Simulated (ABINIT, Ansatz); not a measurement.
## BeTe (F-43m): G0W0 with ABINIT, start to end

Aim: the G0W0 gap of BeTe (F-43m) on PBE, step by step.

Calculated with ABINIT 10.8.3; PBE and many-body steps on it, plane waves.

**What was measured.**

- Gap 2.8 eV: absolute (indirect, Gamma to X) gap, second literature value; film (quoted from earlier experiment) (quoted in “The band structure of BeTe - a combined experimental and theoretical study”, 1997, arxiv:cond-mat/9712266).

- Gap 2.7 eV: absolute (indirect, Gamma to X) gap; bulk crystal (quoted from earlier experiment) (quoted in “The band structure of BeTe - a combined experimental and theoretical study”, 1997, arxiv:cond-mat/9712266).

## (1) Set-up

It takes space group F-43m (No. 216, cubic). Conventional cell: a = 5.663 Å, b = 5.663 Å, c = 5.663 Å, α = 90.00°, β = 90.00°, γ = 90.00°. Nearest to Be lie 4 Te at 2.45 Å. Te has 4 Be at 2.45 Å nearest. Farther neighbours and most contacts between anions are not listed.

Coordinates:

```cif
data_structure
_symmetry_space_group_name_H-M 'F-43m'
_symmetry_Int_Tables_number 216
_cell_length_a 5.6629
_cell_length_b 5.6629
_cell_length_c 5.6629
_cell_angle_alpha 90.000
_cell_angle_beta 90.000
_cell_angle_gamma 90.000
_cell_volume 181.60
loop_
_atom_site_label
_atom_site_type_symbol
_atom_site_symmetry_multiplicity
_atom_site_Wyckoff_symbol
_atom_site_fract_x
_atom_site_fract_y
_atom_site_fract_z
_atom_site_occupancy
Be1 Be 4 a 0.00000 0.00000 0.00000 1
Te1 Te 4 c 0.25000 0.25000 0.25000 1
```

The cell and positions are those that the Materials Project relaxed with its own functionals (PBE, PBE+U or r2SCAN), kept fixed. Spin-orbit coupling is left out unless a step names it.

## (2) Ground state

This step: ABINIT 10.8.3; DFT, PBE, plane waves, norm-conserving pseudopotentials.

The ground-state density comes first.

run.abi reads:

```
acell 3*1.0 Angstrom
rprim 
  -0.000000000000 2.831458787600 2.831458787600
  2.831458787600 0.000000000000 2.831458787600
  2.831458787600 2.831458787600 0.000000000000
ntypat 2
znucl 4 52
natom 2
typat 1 2
xred 
  0.000000000000 0.000000000000 0.000000000000
  0.750000000000 0.750000000000 0.750000000000
pp_dirpath "pseudos"
pseudos "Be.upf, Te.upf"
ecut 38
ngkpt 6 6 6
nshiftk 1
shiftk 0 0 0
kptopt 1
chksymbreak 0
nband 15
occopt 1
tolvrs 1e-10
nstep 60
prtwf 0
optforces 0
optstress 0
indata_prefix "in"
outdata_prefix "out"
tmpdata_prefix "tmp"
```

The run is started by

```console
OMP_NUM_THREADS=1 mpirun -n 8 abinit run.abi > log
```

Numbers of over 12 decimals in the logs are rounded to 6 here.

The log of the run:

```text
.Version 10.8.3 of ABINIT. v10.8.2 released Aug 2026.

 Symmetries : space group F-4 3 m (#216); Bravais cF (face-center cubic)
================================================================================
 Values of the parameters that define the memory need of the present run
     intxc =       0    ionmov =       0      iscf =       7    lmnmax =       6
     lnmax =       6     mgfft =      45  mpssoang =       3    mqgrid =    3001
     natom =       2  nloc_mem =       1    nspden =       1   nspinor =       1
    nsppol =       1      nsym =      24    n1xccc =    2501    ntypat =       2
    occopt =       1   xclevel =       2
-    mband =          15        mffmem =           1         mkmem =           2
       mpw =        3455          nfft =       91125          nkpt =          16
================================================================================
  Rough estimation (10% accuracy) of disk space for files :
================================================================================

--------------------------------------------------------------------------------
------------- Echo of variables that govern the present computation ------------
--------------------------------------------------------------------------------
 -outvars: echo values of preprocessed input variables --------
            acell      1.8897261259E+00  1.8897261259E+00  1.8897261259E+00 Bohr

      chksymbreak           0
             ecut      3.80000000E+01 Hartree
-          fftalg         312

              ixc     -101130
              kpt      0.00000000E+00  0.00000000E+00  0.00000000E+00
                       1.66666667E-01  0.00000000E+00  0.00000000E+00
                       3.33333333E-01  0.00000000E+00  0.00000000E+00
                       5.00000000E-01  0.00000000E+00  0.00000000E+00
                       1.66666667E-01  1.66666667E-01  0.00000000E+00
                       3.33333333E-01  1.66666667E-01  0.00000000E+00
                       5.00000000E-01  1.66666667E-01  0.00000000E+00
                      -3.33333333E-01  1.66666667E-01  0.00000000E+00
                      -1.66666667E-01  1.66666667E-01  0.00000000E+00
   [... 5 further rows ...]
                      -3.33333333E-01  3.33333333E-01  1.66666667E-01
                      -3.33333333E-01  5.00000000E-01  1.66666667E-01
         kptrlatt        6    0    0      0    6    0      0    0    6
          kptrlen      4.54020393E+01
P           mkmem           2
            natom           2
            nband          15
            ngfft          45      45      45
             nkpt          16
            nstep          60
             nsym          24
           ntypat           2
              occ      2.000000  2.000000  2.000000  2.000000  2.000000  2.000000
                       2.000000  2.000000  2.000000  2.000000  0.000000  0.000000
[...]
optforces           0
        optstress           0
            prtwf           0
            rprim     -0.0000000000E+00  2.8314587876E+00  2.8314587876E+00
[...]
spgroup         216

           tolvrs      1.00000000E-10

             xred      0.0000000000E+00  0.0000000000E+00  0.0000000000E+00
[...]
znucl        4.00000   52.00000

================================================================================

 chkinp: Checking input parameters for consistency.

================================================================================
== DATASET  1 ==================================================================
-   mpi_nproc: 8, omp_nthreads: 1 (-1 if OMP is not activated)

--- !DatasetInfo
iteration_state: {dtset: 1, }
dimensions: {natom: 2, nkpt: 16, mband: 15, nsppol: 1, nspinor: 1, nspden: 1, mpw: 3455, }
cutoff_energies: {ecut:  38.0, pawecutdg:  -1.0, }
electrons: {nelect:   2.00000000E+01, charge:   0.00000000E+00, occopt:   1.00000000E+00, tsmear:   1.00000000E-02, }

 Real(R)+Recip(G) space primitive vectors, cartesian coordinates (Bohr,Bohr^-1):
 R(1)=  0.0000000  5.3506816  5.3506816  G(1)= -0.0934460  0.0934460  0.0934460
 R(2)=  5.3506816  0.0000000  5.3506816  G(2)=  0.0934460 -0.0934460  0.0934460
 R(3)=  5.3506816  5.3506816  0.0000000  G(3)=  0.0934460  0.0934460 -0.0934460
 Unit cell volume ucvol=  3.0637783E+02 bohr^3
 Angles (23,13,12)=  6.00000000E+01  6.00000000E+01  6.00000000E+01 degrees

 getcut: wavevector=  0.0000  0.0000  0.0000  ngfft=  45  45  45
         ecut(hartree)=     38.000   => boxcut(ratio)=   2.09542

--- Pseudopotential description ------------------------------------------------
- Be Generated using ONCVPSP code by D. R. Hamann
-  4.00000   4.00000  171031                  znucl, zion, pspdat
12 -101130 1 -1 1358                          pspcod,pspxc,lmax,lloc,mmax
     nproj     2     2     0
  pspatm : epsatm=    3.09777737
         --- l  ekb(1:nproj) -->
[...]
pspatm: atomic psp has been read  and splines computed

- Te Generated using ONCVPSP code by D. R. Hamann
- 52.00000  16.00000  171031                  znucl, zion, pspdat
12 -101130 2 -1 1294                          pspcod,pspxc,lmax,lloc,mmax
     nproj     2     2     2
  pspatm : epsatm=   36.72599971
         --- l  ekb(1:nproj) -->
[...]
2   -5.988876   -1.858037
 pspatm: atomic psp has been read  and splines computed

   7.96475542E+02                                ecore*ucvol(ha*bohr**3)
--------------------------------------------------------------------------------

_setup2: Arith. and geom. avg. npw (full set) are    3424.838    3424.812

================================================================================

--- !BeginCycle
iteration_state: {dtset: 1, }
solver: {iscf: 7, nstep: 60, nline: 4, wfoptalg: 0, }
tolerances: {tolvrs: 1.00E-10, }

     iter   Etot(hartree)      deltaE(h)  residm     vres2
 ETOT  1  -118.80000373286    -1.188E+02 8.130E-02 2.368E+01
 ETOT  2  -118.83971586962    -3.971E-02 2.669E-03 8.931E-01
 ETOT  3  -118.83980227188    -8.640E-05 1.116E-03 6.953E-02
 ETOT  4  -118.83980847560    -6.204E-06 7.516E-04 4.313E-03
 ETOT  5  -118.83980860958    -1.340E-07 1.677E-04 5.025E-04
 ETOT  6  -118.83980862433    -1.475E-08 2.152E-04 1.964E-05
 ETOT  7  -118.83980862530    -9.757E-10 1.035E-04 5.380E-07
 ETOT  8  -118.83980862534    -3.766E-11 1.435E-04 3.658E-08
 ETOT  9  -118.83980862534    -2.601E-12 6.010E-05 9.757E-10
 ETOT 10  -118.83980862534     1.137E-12 8.037E-05 7.762E-12

 At SCF step   10       vres2   =  7.76E-12 < tolvrs=  1.00E-10 =>converged.

--- !ResultsGS
iteration_state: {dtset: 1, }
comment   : Summary of ground state results
lattice_vectors:
- [ -0.0000000,   5.3506816,   5.3506816, ]
- [  5.3506816,   0.0000000,   5.3506816, ]
- [  5.3506816,   5.3506816,   0.0000000, ]
lattice_lengths: [   7.56701,    7.56701,    7.56701, ]
lattice_angles: [ 60.000,  60.000,  60.000, ] # degrees, (23, 13, 12)
lattice_volume:   3.0637783E+02
convergence: {deltae:  1.137E-12, res2:  7.762E-12, residm:  8.037E-05, diffor:  0.000E+00, }
etotal    :  -1.18839809E+02
entropy   :   0.00000000E+00
fermie    :   1.46115151E-01
cartesian_stress_tensor: null
pressure_GPa: null
xred      :
- [  0.0000E+00,   0.0000E+00,   0.0000E+00, Be]
- [  7.5000E-01,   7.5000E-01,   7.5000E-01, Te]
cartesian_forces: null
force_length_stats: {min: null, max: null, mean: null, }

 Integrated electronic density in atomic spheres:
 ------------------------------------------------
 Atom  Sphere_radius  Integrated_density
    1        2.00000          3.00127198
    2        2.00000         11.98140201
================================================================================

 ----iterations are completed or convergence reached----

 Mean square residual over all n,k,spin=   34.510E-08; max=  80.367E-06
 reduced coordinates (array xred) for    2 atoms
       0.000000000000      0.000000000000      0.000000000000
       0.750000000000      0.750000000000      0.750000000000
 rms dE/dt=  0.0000E+00; max dE/dt=  0.0000E+00; dE/dt below (all hartree)
    1       0.000000000000      0.000000000000      0.000000000000
    2       0.000000000000      0.000000000000      0.000000000000

 cartesian coordinates (angstrom) at end:
    1      0.000000     0.000000     0.000000
    2      4.247188     4.247188     4.247188
 length scales=  1.889726125908  1.889726125908  1.889726125908 bohr
              =  1.000000000000  1.000000000000  1.000000000000 angstroms
 prteigrs : about to open file out_EIG
 Fermi (or HOMO) energy (hartree) =   0.14612   Average Vxc (hartree)=  -0.34999
 Eigenvalues (hartree) for nkpt=  16  k points:
 kpt#   1, nband= 15, wtk=  0.00463, kpt=  0.0000  0.0000  0.0000 (reduced coord)
  -3.54287   -1.18620   -1.18620   -1.18620   -1.18581   -1.18581   -0.30187    0.14612
   0.14612    0.14612    0.28053    0.28053    0.28053    0.28269    0.45658
 prteigrs : prtvol=0 or 1, do not print more k-points.

--- !EnergyTerms
iteration_state     : {dtset: 1, }
comment             : Components of total free energy in Hartree
kinetic             :  6.55628438533196E+01
hartree             :  3.03096091465812E+01
xc                  : -2.70571577544668E+01
Ewald energy        : -6.30634738610019E+01
psp_core            :  2.59965138045043E+00
local_psp           : -8.88888938828786E+01
non_local_psp       : -3.83023875073446E+01
total_energy        : -1.18839808625341E+02
total_energy_eV     : -3.23379593390261E+03
band_energy         : -1.91967356984565E+01

== END DATASET(S) ==============================================================
================================================================================

 -outvars: echo values of variables after computation  --------
           etotal     -1.1883980863E+02
            nband          15
             nkpt          16
          spgroup         216
 [... the other variables as echoed above ...]

 Calculation completed.
```

Run time: 5.3 s. Hardware: 8 MPI ranks of Arm Neoverse V2, shared host; peak memory 0.61 GiB.

Numbers from this step:

| Item | Value |
| --- | --- |
| total energy | -3233.7959 eV |
| gap | 2.028 eV |
| k of the valence top | 0, 0, 0 |
| k of the conduction bottom | 0.5, 0.5, 0 |
| least direct gap | 3.657 eV |

The gap is indirect, with the least direct gap 1.63 eV higher.

(Part 1 of 3 ends here.)

[Paths, hosts, dates, memory and timing lines, banners, echoed tables and standing remarks are left out of the program output.]

[Logs are printed without paths, hosts, clocks, repeated set-up lines and the standing remarks that a program may print on its own settings, such as how far it seeks lower states.]

[Runs of the session that timed out or met a known fault of the program may be left out.]

[Hosts, paths, dates, database ids (printed as entryN), source tags and the programs' standing remarks are cut or masked in the printed files.]

[G0W0 gaps are taken among the corrected bands and points alone; a level outside them can change the order at an edge.]

[Where Ansatz stands beside ABINIT at settings called matched, ABINIT's density can come from a denser mesh and the files from another edition; pairs whose starting gaps differed by over 0.03 eV were left out, so agreement reads better than it is.]
